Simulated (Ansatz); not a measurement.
# AlRu (Pm-3m): modes against biaxial strain in the (111) plane

Wanted: the shifts of the zone-centre modes of AlRu (Pm-3m) with strain.

Method: DFT PBEsol, scalar-relativistic, plane waves, PAW; PAW set soft_1, in Ansatz 0.2.0.

## (1) Set-up

Symmetry: Pm-3m, No. 221, cubic system. The conventional cell has a = 2.992 Å, b = 2.992 Å, c = 2.992 Å, α = 90.00°, β = 90.00°, γ = 90.00°. Nearest to Al lie 8 Ru at 2.59 Å. Nearest to Ru lie 8 Al at 2.59 Å. Farther neighbours are not listed.

## (2) Relaxation

The cell and atoms are relaxed, since residual forces and stress would shift the frequencies.

File input.yaml:

```yaml
crystal:
  lattice:
    - [2.9916, 0.0, 0.0]
    - [0.0, 2.9916, 0.0]
    - [0.0, 0.0, 2.9916]
  atoms:
    - { symbol: Al, position: [0.0, 0.0, 0.0] }
    - { symbol: Ru, position: [0.5, 0.5, 0.5] }
kpoints:
  mp_grid: { grid: [14, 14, 14] }
hamiltonian:
  xc: pbesol
  pseudopotentials: { kind: paw, azcp: { folder: soft_1 }, xc_functional: pbe }
scf:
  occupations: { method: gaussian, width: 0.1 }
output:
  forces: true
  stress: true
  eigenvalues: true
  write_density: true
  write_potential: true
  elf: true
  volumetric_format: npy
relax:
  adjacent_minimum: "off"
  f_tol: 0.005
  max_steps: 80
  cell: { stress_tol: 0.05 }
```

Run with:

```sh
$ ansatz run input.yaml --threads 4 --pin off --max-ram 10240MiB --backend cpu --events-out ev --progress --plain --runs-dir out
```

Numbers of over 12 decimals in the logs are rounded to 6 here.

Output:

```text
Engine: ansatz 0.2.0, aarch64-unknown-linux-gnu
Pseudopotentials: kind: paw
Pseudopotential: Al, paw, valence charge 3, recommended cutoff 420 eV (normal), soft_1/Al.paw.azcp
Pseudopotential: Ru, paw, valence charge 16, recommended cutoff 420 eV (normal), soft_1/Ru.paw.azcp
Functional definition: PBEsol
  exchange = pbesol_x
  correlation = pbesol_c
Crystal: 2 atoms, lattice volume = 26.774 Å³
Basis set: ecut = 420 eV, 485 PW (Γ), exchange–correlation on 40×40×40 points (8 copies of the dense FFT grid, shifted against one another)
Bands: 14, of which v1, the nominal top of the filled ones, is band 10 counted from 1 (9 counted from 0)
Symmetry: 48 space group operations
Space group: Pm-3m (ITA 221), of the structure as read, at distance tolerance 3.0e-5 Å
k-points: 120 of 2744
Non-local potential: Al, projectors of the file, l = 0: 2, l = 1: 2, l = 2: 1
Non-local potential: Ru, projectors of the file, l = 0: 3, l = 1: 2, l = 2: 2, l = 3: 1
PAW form: soft (Blöchl's): semilocal exchange-correlation on the pseudo side does not see the compensation charge
PAW frozen core: Al, regenerated for the run's functional, and the local potential with it (the file was generated under x = pbe(κ = 0.804, μ = 0.219515), c = pbe(β = 0.066725))
PAW frozen core: Ru, regenerated for the run's functional, and the local potential with it (the file was generated under x = pbe(κ = 0.804, μ = 0.219515), c = pbe(β = 0.066725))
PAW one-centre angular grid: Al, 110 points (default); XC on 64 Gauss nodes
PAW one-centre angular grid: Ru, 590 points (default); XC on 64 Gauss nodes
Initial density: superposition of atomic densities (chi_scale 0.1, normalization cell, long waves kept (reshape's long-wave potential 0.00 eV rms))
Initial wavefunctions: pseudopotential atomic-orbital guess
Functional: x = pbesol(κ = 0.804, μ = 0.123457), c = pbesol(β = 0.046)
SCF iter   1: F=—  HF=-6343.380032 eV  |F-HF|=—  |Δ(HF+E_count)|=         —  Δρ=1.16e-1  dr2=4.36e0  ethr=3.10e-3  ⟨swp⟩=4.8  Hψ=8512  notcnv=0
preconditioner: auto → none  [metal: Δε(μ)=0.017 eV  Ē_g=8.773 eV  σ=0.100 eV  W_gap=0.10  n_scr=6 (ndim 8)  ℏωp=23.8 eV  f_vac=0.000  D(μ)=1.37/eV (n_scr^D=18)  sad-step TF]
SCF iter   2: F=—  HF=-6342.711774 eV  |F-HF|=—  |Δ(HF+E_count)|=   6.68e-1  Δρ=6.89e-2  dr2=1.59e0  ethr=3.10e-3  ⟨swp⟩=2.9  Hψ=3920  notcnv=0  defer=29
SCF iter   3: F=—  HF=-6342.346595 eV  |F-HF|=—  |Δ(HF+E_count)|=   3.65e-1  Δρ=3.98e-3  dr2=4.62e-3  ethr=3.10e-3  ⟨swp⟩=2.2  Hψ=2801  notcnv=0  defer=29
SCF iter   4: F=—  HF=-6342.345865 eV  |F-HF|=—  |Δ(HF+E_count)|=   7.30e-4  Δρ=4.95e-4  dr2=1.30e-5  ethr=2.43e-5  ⟨swp⟩=1.5  Hψ=2747  notcnv=0  defer=18
SCF iter   5: F=—  HF=-6342.345890 eV  |F-HF|=—  |Δ(HF+E_count)|=   2.47e-5  Δρ=1.31e-4  dr2=3.45e-6  ethr=6.84e-8  ⟨swp⟩=2.0  Hψ=2801  notcnv=0  defer=18
SCF iter   6: F=-6342.345889 eV  HF=-6342.345889 eV  |F-HF|=1.24e-8  |Δ(HF+E_count)|=   9.95e-7  Δρ=7.86e-6  dr2=1.50e-8  ethr=5.26e-10  ⟨swp⟩=6.6  Hψ=10286  notcnv=0
SCF 1 converged in 6 iterations: F = -6342.345889 eV  dr2 = 1.50e-8
  greatest PAW one-centre occupation: 1.000 electrons in one spin orbital (limit 2), on the Ru atom at site 1 (counted from 0), in its partial waves of l = 0
relax step   1: F+E_penalty+E_count = -6342.34588909 eV  Δ(F+E_penalty+E_count) = +0.000e0 eV  max|allowed force component| = 5.049e-29 eV/Å  Δτ_max = 0.0000 Å  P = -3.285 GPa  Ω = 26.774 Å³  (6 SCF iters, dr2 threshold 1.00e-7 eV, accepted)
Crystal: 2 atoms, lattice volume = 26.257 Å³
Initial density: handed on by an earlier stage of this run
Initial wavefunctions: those handed on with the density
iter 1 solved again at ethr=1.13e-5 eV; its pass at ethr=3.10e-3 eV (dr2=2.14e-3 eV) is discarded
SCF iter   1: F=—  HF=-6342.350723 eV  |F-HF|=—  |Δ(HF+E_count)|=         —  Δρ=2.34e-3  dr2=1.98e-3  ethr=1.13e-5  ⟨swp⟩=1.0  Hψ=10521  notcnv=0
preconditioner: auto → none  [metal: Δε(μ)=0.024 eV  Ē_g=9.045 eV  σ=0.100 eV  W_gap=0.13  n_scr=6 (ndim 8)  ℏωp=24.0 eV  f_vac=0.000  D(μ)=1.84/eV (n_scr^D=18)]
SCF iter   2: F=—  HF=-6342.350306 eV  |F-HF|=—  |Δ(HF+E_count)|=   4.17e-4  Δρ=8.52e-4  dr2=2.35e-4  ethr=1.04e-5  ⟨swp⟩=1.1  Hψ=1707  notcnv=0
SCF iter   3: F=—  HF=-6342.350242 eV  |F-HF|=—  |Δ(HF+E_count)|=   6.42e-5  Δρ=1.18e-4  dr2=3.82e-6  ethr=1.24e-6  ⟨swp⟩=2.0  Hψ=1996  notcnv=0
SCF iter   4: F=—  HF=-6342.350268 eV  |F-HF|=—  |Δ(HF+E_count)|=   2.57e-5  Δρ=1.75e-5  dr2=1.71e-8  ethr=2.01e-8  ⟨swp⟩=2.3  Hψ=2270  notcnv=0
iter 5 did not close the SCF: its close was put off for the readings that it lacked (scf_convergence_deferred on its scf_iter line)
SCF iter   5: F=-6342.350268 eV  HF=-6342.350268 eV  |F-HF|=3.74e-10  |Δ(HF+E_count)|=   1.23e-8  Δρ=1.18e-6  dr2=4.76e-10  ethr=8.99e-11  ⟨swp⟩=2.1  Hψ=2387  notcnv=0
SCF iter   6: F=-6342.350268 eV  HF=-6342.350268 eV  |F-HF|=1.36e-11  |Δ(HF+E_count)|=  1.17e-10  Δρ=2.38e-7  dr2=1.80e-11  ethr=2.51e-12  ⟨swp⟩=3.9  Hψ=7173  notcnv=0
SCF 2 converged in 6 iterations: F = -6342.350268 eV  dr2 = 1.80e-11
relax step   2: F+E_penalty+E_count = -6342.35026760 eV  Δ(F+E_penalty+E_count) = -4.379e-3 eV  max|allowed force component| = 1.259e-29 eV/Å  Δτ_max = 0.0000 Å  P = +0.894 GPa  Ω = 26.257 Å³  energy of the carried Pulay correction = +4.033e-4 eV  (6 SCF iters, dr2 threshold 2.00e-7 eV, accepted)
Crystal: 2 atoms, lattice volume = 26.366 Å³
iter 1 solved again at ethr=4.48e-7 eV; its pass at ethr=3.10e-3 eV (dr2=8.51e-5 eV) is discarded
SCF iter   1: F=—  HF=-6342.350473 eV  |F-HF|=—  |Δ(HF+E_count)|=         —  Δρ=4.92e-4  dr2=8.84e-5  ethr=4.48e-7  ⟨swp⟩=2.0  Hψ=9391  notcnv=0
preconditioner: auto → none  [metal: Δε(μ)=0.018 eV  Ē_g=9.019 eV  σ=0.100 eV  W_gap=0.10  n_scr=6 (ndim 8)  ℏωp=24.0 eV  f_vac=0.000  D(μ)=1.86/eV (n_scr^D=18)]
SCF iter   2: F=—  HF=-6342.350480 eV  |F-HF|=—  |Δ(HF+E_count)|=   7.18e-6  Δρ=1.80e-4  dr2=1.05e-5  ethr=4.48e-7  ⟨swp⟩=1.2  Hψ=1726  notcnv=0
SCF iter   3: F=—  HF=-6342.350477 eV  |F-HF|=—  |Δ(HF+E_count)|=   3.00e-6  Δρ=2.79e-5  dr2=2.42e-7  ethr=5.52e-8  ⟨swp⟩=1.7  Hψ=1937  notcnv=0
iter 4 did not close the SCF: its close was put off for the readings that it lacked (scf_convergence_deferred on its scf_iter line)
SCF iter   4: F=-6342.350477 eV  HF=-6342.350477 eV  |F-HF|=4.06e-10  |Δ(HF+E_count)|=   4.55e-8  Δρ=4.05e-6  dr2=9.98e-10  ethr=1.28e-9  ⟨swp⟩=2.1  Hψ=2107  notcnv=0
iter 5 did not close the SCF: its close was put off for the readings that it lacked (scf_convergence_deferred on its scf_iter line)
SCF iter   5: F=-6342.350477 eV  HF=-6342.350477 eV  |F-HF|=5.64e-11  |Δ(HF+E_count)|=  5.78e-10  Δρ=4.96e-7  dr2=6.25e-11  ethr=5.25e-12  ⟨swp⟩=2.6  Hψ=2866  notcnv=0
SCF iter   6: F=-6342.350477 eV  HF=-6342.350477 eV  |F-HF|=0.00e0  |Δ(HF+E_count)|=  1.55e-11  Δρ=6.72e-8  dr2=1.08e-12  ethr=1.00e-12  ⟨swp⟩=4.0  Hψ=6802  notcnv=0
SCF 3 converged in 6 iterations: F = -6342.350477 eV  dr2 = 1.08e-12
relax step   3: F+E_penalty+E_count = -6342.35047695 eV  Δ(F+E_penalty+E_count) = -2.093e-4 eV  max|allowed force component| = 4.207e-30 eV/Å  Δτ_max = 0.0000 Å  P = -0.023 GPa  Ω = 26.366 Å³  energy of the carried Pulay correction = +3.177e-4 eV  (6 SCF iters, dr2 threshold 2.00e-7 eV, accepted)
Initial wavefunctions: pseudopotential atomic-orbital guess (no wavefunctions were taken with the density)
iter 1 solved again at ethr=1.13e-8 eV; its pass at ethr=3.10e-3 eV (dr2=2.15e-6 eV) is discarded
SCF iter   1: F=—  HF=-6342.350145 eV  |F-HF|=—  |Δ(HF+E_count)|=         —  Δρ=2.66e-5  dr2=2.16e-8  ethr=1.13e-8  ⟨swp⟩=3.2  Hψ=13716  notcnv=0
preconditioner: auto → none  [metal: Δε(μ)=0.021 eV  Ē_g=9.017 eV  σ=0.100 eV  W_gap=0.12  n_scr=6 (ndim 8)  ℏωp=24.0 eV  f_vac=0.000  D(μ)=1.86/eV (n_scr^D=18)]
SCF iter   2: F=—  HF=-6342.350170 eV  |F-HF|=—  |Δ(HF+E_count)|=   2.54e-5  Δρ=1.25e-5  dr2=4.26e-9  ethr=1.14e-10  ⟨swp⟩=2.0  Hψ=2715  notcnv=0
SCF iter   3: F=—  HF=-6342.350170 eV  |F-HF|=—  |Δ(HF+E_count)|=   1.23e-8  Δρ=1.92e-6  dr2=1.22e-10  ethr=2.24e-11  ⟨swp⟩=2.7  Hψ=2819  notcnv=0
iter 4 did not close the SCF: its close was put off for the readings that it lacked (scf_convergence_deferred on its scf_iter line)
SCF iter   4: F=-6342.350170 eV  HF=-6342.350170 eV  |F-HF|=1.46e-11  |Δ(HF+E_count)|=  3.07e-10  Δρ=4.10e-7  dr2=6.77e-12  ethr=1.00e-12  ⟨swp⟩=1.6  Hψ=2364  notcnv=0
iter 5 did not close the SCF: its close was put off for the readings that it lacked (scf_convergence_deferred on its scf_iter line)
SCF iter   5: F=-6342.350170 eV  HF=-6342.350170 eV  |F-HF|=9.09e-13  |Δ(HF+E_count)|=  1.46e-11  Δρ=5.72e-8  dr2=5.64e-13  ethr=1.00e-12  ⟨swp⟩=1.0  Hψ=1680  notcnv=0
iter 6 did not close the SCF: its close was put off for the readings that it lacked (scf_convergence_deferred on its scf_iter line)
SCF iter   6: F=-6342.350170 eV  HF=-6342.350170 eV  |F-HF|=9.09e-13  |Δ(HF+E_count)|=    0.00e0  Δρ=4.06e-9  dr2=2.80e-15  ethr=1.00e-12  ⟨swp⟩=1.0  Hψ=1680  notcnv=0
iter 7 did not close the SCF: its close was put off for the readings that it lacked (scf_convergence_deferred on its scf_iter line)
SCF iter   7: F=-6342.350170 eV  HF=-6342.350170 eV  |F-HF|=0.00e0  |Δ(HF+E_count)|=    0.00e0  Δρ=8.77e-10  dr2=1.79e-16  ethr=1.00e-12  ⟨swp⟩=1.0  Hψ=1680  notcnv=0
SCF iter   8: F=-6342.350170 eV  HF=-6342.350170 eV  |F-HF|=9.09e-13  |Δ(HF+E_count)|=  1.82e-12  Δρ=1.85e-10  dr2=2.57e-18  ethr=1.00e-12  ⟨swp⟩=2.0  Hψ=4305  notcnv=0
SCF 4 converged in 8 iterations: F = -6342.350170 eV  dr2 = 2.57e-18
relax step   4: F+E_penalty+E_count = -6342.35017004 eV  Δ(F+E_penalty+E_count) = +3.069e-4 eV  max|allowed force component| = 5.374e-30 eV/Å  Δτ_max = 0.0000 Å  P = -0.028 GPa  Ω = 26.366 Å³  stress off target by 2.79e-2 GPa  SCF on the basis re-selected at this cell (its energy is not comparable with the rows above)  (8 SCF iters)
basis re-selected at this cell: Δ(F+E_penalty+E_count) = +3.069e-4 eV, ΔP = -0.005 GPa vs the last step (what re-selecting the basis moved, of the pressure what is left beyond the Pulay correction that the steps carried, after the strain that the cell walked since its last selection, with what the two solves' SCF thresholds leave and, on support functions, any second-order correction that the steps lacked; it is no m [...]
SCF converged after 8 iterations
Free energy (F): -6342.350170 eV
Harris-Foulkes:  -6342.350170 eV  (|F-HF|=9.09e-13)
Internal energy: -6342.340882 eV  (E = F + TS)
E sigma→0 (E₀):  -6342.345526 eV
Entropy (-TS):   -0.009288 eV (-4.644 meV/atom)
Fermi energy:    16.177682 eV
--- Per-component energies (eV) ---
  E_band       = -118.719747
  E_kinetic    = 488.708797
  E_local      = -1797.786355  (includes V_loc(G=0)·N_el)
  E_nonlocal   = 427.499847
  E_hartree    = 651.146139
  E_xc         = -208.492801
  E_vxc        = -246.448184  (∫ρ·V_xc dr)
  E_paw        = -3898.628109  (= ΣΔE_a)
  E_vpaw       = -292.986779  (= ΣTr[D̂ρ^β])
  E_aug_tail   = 0.000651  (compensation charges beyond the density's cutoff)
  E_ewald      = -2005.061486
  E_core_change = 0.272436  (= ΣΔE_core)
  E_smearing   = -0.009288  (= −TS)
  E_closure    = 0.000000  (closes the sum)
  Σ components = -6342.350170   (vs F -6342.350170, Δ=0.00e0)
--- Forces (eV/Å), atoms counted from 1 ---
  atom   1  Al     0.00000000     0.00000000     0.00000000
  atom   2  Ru    -0.00000000     0.00000000    -0.00000000
  max |Σ_I F_I| component: 1.04e-29 eV/Å
--- Stress (GPa, compression-positive) ---
       -0.027906      -0.000000       0.000000
       -0.000000      -0.027906      -0.000000
        0.000000      -0.000000      -0.027906
  P = ⅓ Tr σ = -0.0279 GPa (-0.279 kbar)
--- Band table (eV; the first three rows and the last of 120) ---
  k-point 0: bands = [... 6 lower, 12.5057, 16.3747, 16.3747, 16.3747, 22.3188, 22.3188, 22.3188, 27.2242]
  k-point 1: bands = [... 6 lower, 12.5421, 16.2478, 16.2478, 16.3872, 21.8353, 22.5194, 22.5194, 26.9927]
  k-point 2: bands = [... 6 lower, 12.6419, 15.9248, 15.9248, 16.4225, 20.8101, 23.0640, 23.0640, 26.3920]
  k-point 119: bands = [... 6 lower, 11.4647, 17.8450, 17.8450, 18.8744, 20.3135, 20.3135, 20.3135, 24.8935]
--- Relaxed structure (3 steps of the walk, 3 accepted, 1 SCFs on fresh bases) ---
  F+E_penalty+E_count = -6342.35017004 eV   max|allowed force component| = 5.374e-30 eV/Å   (the final SCF, on the basis selected at the relaxed cell)
  cell:  # Å, volume = 26.3658 Å³
    - [2.976325, 0, 0]
    - [0, 2.976325, 0]
    - [0, 0, 2.976325]
  atoms:
    - { symbol: Al, position: [0, 0, 0] }
    - { symbol: Ru, position: [0.5, 0.5, 0.5] }
```

The job ended after 3.2 s (4 threads of Arm Neoverse V1, shared host; peak memory 0.35 GiB; 11 s of CPU time).

Relaxation path:

| step | energy less that of the first step (eV) | largest force component (eV/Å) | pressure (GPa) | volume (Å³) |
| --- | --- | --- | --- | --- |
| 1 | 0.0000 | 0.0000 | -3.29 | 26.77 |
| 2 | -0.0044 | 0.0000 | 0.89 | 26.26 |
| 3 | -0.0046 | 0.0000 | -0.02 | 26.37 |
| 4* | -0.0043 | 0.0000 | -0.03 | 26.37 |

Relaxation steps marked * repeat the geometry before them on a plane-wave basis chosen anew for their cell, so energy and pressure can jump there.

Forces are held to the 48 operations that the run works with; a distortion that breaks them can't arise in this run.

```
conventional cell, symmetrised  before  after  change
                         a (Å)   2.992  2.976  -0.5 %
                         b (Å)   2.992  2.976  -0.5 %
                         c (Å)   2.992  2.976  -0.5 %
              volume (Å³/atom)   13.39  13.18  -1.5 %
```

The relaxed structure:

```
Al Ru
1.0
     2.97633    0.00000    0.00000
     0.00000    2.97633    0.00000
     0.00000    0.00000    2.97633
Al Ru
1 1
Direct
  0.00000 0.00000 0.00000
  0.50000 0.50000 0.50000
```

Numbers from this step:

* pressure: -0.02791 GPa
* volume per atom: 13.18 Å³
* gap on the k-mesh: 0 eV

Electrostatic potential energy in the ac plane at fractional y = 0.000, with atoms of Al within 0.2 Å of it. With pseudopotentials it is smooth inside the atoms' cores, unlike the true potential.

Values in eV, 15 rows by 15 columns:
```
27 27 11  1  1 10 15 17 17 15 10  1  1 11 27
15 11  4 -1  4 12 16 17 17 16 12  4 -1  4 11
 3  1 -1  2  9 14 16 18 18 16 14  9  2 -1  1
 0  1  4  9 13 16 17 18 18 17 16 13  9  4  1
 9 10 12 14 16 17 17 18 18 17 17 16 14 12 10
15 15 16 16 17 17 17 17 17 17 17 17 16 16 15
17 17 17 18 18 18 17 17 17 17 18 18 18 17 17
17 17 17 18 18 18 17 17 17 17 18 18 18 17 17
15 15 16 16 17 17 17 17 17 17 17 17 16 16 15
 9 10 12 14 16 17 17 18 18 17 17 16 14 12 10
 0  1  4  9 13 16 17 18 18 17 16 13  9  4  1
 3  1 -1  2  9 14 16 18 18 16 14  9  2 -1  1
15 11  4 -1  4 12 16 17 17 16 12  4 -1  4 11
27 27 11  1  1 10 15 17 17 15 10  1  1 11 27
27 27 15  3  0  9 15 17 17 15  9  0  3 15 27
```
Columns run along a (3.0 Å; values clipped at the 3rd and 97th percentile), rows up along c (3.0 Å). Atoms in or near the plane, at fractional coordinates: Al at (0.00, 0.00).

Valence density in the ac plane at fractional y = 0.000, with atoms of Al within 0.2 Å of it. It is the smooth field of the valence electrons, not physical close to the nuclei.

Values in e/Å³, 15 rows by 15 columns:
```
0.05 0.06 0.09 0.15 0.21 0.23 0.22 0.22 0.22 0.22 0.23 0.21 0.15 0.09 0.06
0.08 0.09 0.13 0.19 0.23 0.24 0.23 0.22 0.22 0.23 0.24 0.23 0.19 0.13 0.09
0.14 0.15 0.19 0.23 0.25 0.25 0.24 0.24 0.24 0.24 0.25 0.25 0.23 0.19 0.15
0.20 0.21 0.23 0.25 0.26 0.26 0.25 0.25 0.25 0.25 0.26 0.26 0.25 0.23 0.21
0.22 0.23 0.24 0.25 0.26 0.26 0.27 0.27 0.27 0.27 0.26 0.26 0.25 0.24 0.23
0.22 0.22 0.23 0.24 0.25 0.27 0.28 0.29 0.29 0.28 0.27 0.25 0.24 0.23 0.22
0.21 0.22 0.22 0.24 0.25 0.27 0.29 0.29 0.29 0.29 0.27 0.25 0.24 0.22 0.22
0.21 0.22 0.22 0.24 0.25 0.27 0.29 0.29 0.29 0.29 0.27 0.25 0.24 0.22 0.22
0.22 0.22 0.23 0.24 0.25 0.27 0.28 0.29 0.29 0.28 0.27 0.25 0.24 0.23 0.22
0.22 0.23 0.24 0.25 0.26 0.26 0.27 0.27 0.27 0.27 0.26 0.26 0.25 0.24 0.23
0.20 0.21 0.23 0.25 0.26 0.26 0.25 0.25 0.25 0.25 0.26 0.26 0.25 0.23 0.21
0.14 0.15 0.19 0.23 0.25 0.25 0.24 0.24 0.24 0.24 0.25 0.25 0.23 0.19 0.15
0.08 0.09 0.13 0.19 0.23 0.24 0.23 0.22 0.22 0.23 0.24 0.23 0.19 0.13 0.09
0.05 0.06 0.09 0.15 0.21 0.23 0.22 0.22 0.22 0.22 0.23 0.21 0.15 0.09 0.06
0.05 0.05 0.08 0.14 0.20 0.22 0.22 0.21 0.21 0.22 0.22 0.20 0.14 0.08 0.05
```
Columns run along a (3.0 Å), rows up along c (3.0 Å). Atoms in or near the plane, at fractional coordinates: Al at (0.00, 0.00).

ELF in the ac plane at fractional y = 0.000, with atoms of Al within 0.2 Å of it. It is the smooth field of the valence electrons, not physical close to the nuclei.

Ten even steps from '_' (0.00) to '@' (0.63):
```
::____..++**##****##**++..____
____..--**####****####**--..__
....--**######****######**--..
==++**######********######**++
****######****++++****######**
**######****++++++++****######
**********++++++++++++********
**********++++++++++++********
**######****++++++++****######
****######****++++****######**
==++**######********######**++
....--**######****######**--..
____..--**####****####**--..__
::____..++**##****##**++..____
@@::__..==************==..__::
```
Columns run along a (3.0 Å), rows up along c (3.0 Å). Atoms in or near the plane, at fractional coordinates: Al at (0.00, 0.00).

In this step the volume went from 13.39 to 13.18 Å³/atom.

## (3) Tight relaxation

Phonons need small forces and stress, so the relaxation is finished with tight tolerances on 16×16×16 k points.

File input.yaml:

```yaml
crystal:
  lattice:
    - [2.9763250904, 0.0, 0.0]
    - [0.0, 2.9763250904, 0.0]
    - [0.0, 0.0, 2.9763250904]
  atoms:
    - { symbol: Al, position: [0.0, 0.0, 0.0] }
    - { symbol: Ru, position: [0.5, 0.5, 0.5] }
kpoints:
  mp_grid: { grid: [16, 16, 16] }
hamiltonian:
  xc: pbesol
  pseudopotentials: { kind: paw, azcp: { folder: soft_1 }, xc_functional: pbe }
scf:
  occupations: { method: methfessel_paxton, width: 0.2 }
output:
  forces: true
  stress: true
  eigenvalues: true
relax:
  adjacent_minimum: "off"
  f_tol: 0.001
  max_steps: 60
  cell: { stress_tol: 0.01 }
```

Output:

```text
[...]
Crystal: 2 atoms, lattice volume = 26.366 Å³
Basis set: ecut = 420 eV, 485 PW (Γ), exchange–correlation on 40×40×40 points (8 copies of the dense FFT grid, shifted against one another)
Bands: 14, of which v1, the nominal top of the filled ones, is band 10 counted from 1 (9 counted from 0)
Symmetry: 48 space group operations
[...]
k-points: 165 of 4096
[...]
k-point 164: bands = [... 6 lower, 11.4700, 17.8493, 17.8493, 18.8853, 20.3198, 20.3198, 20.3198, 24.9045]
--- Relaxed structure (3 steps of the walk, 3 accepted, 1 SCFs on fresh bases) ---
[...]
cell:  # Å, volume = 26.3573 Å³
    - [2.976006, 0, 0.0]
    - [0, 2.976006, 0]
    - [0.0, 0, 2.976006]
  atoms:
    - { symbol: Al, position: [0, 0, 0] }
    - { symbol: Ru, position: [0.5, 0.5, 0.5] }
[key lines of the parts left out:]
SCF converged after 5 iterations
Free energy (F): -6342.349559 eV
Fermi energy:    16.200794 eV
P = ⅓ Tr σ = -0.0002 GPa (-0.002 kbar)
```

Elapsed: 3.6 s, on 4 threads; peak memory 0.36 GiB; 13 s of CPU time.

Little changed from the start: no atom moved by 0.005 Å and no cell edge by 0.1 %.

Numbers from this step:

```
pressure : -1.99e-4 GPa
```

The forces vanish by symmetry and the pressure is 0.000 GPa, within the tolerances set. The cell now holds 13.18 Å³/atom.

(Continued in part 2 of 3.)

[Logs are printed without paths, hosts, clocks, repeated set-up lines and the standing remarks that a program may print on its own settings, such as how far it seeks lower states.]

[Hosts, paths, dates, database ids (printed as entryN), source tags and the programs' standing remarks are cut or masked in the printed files.]
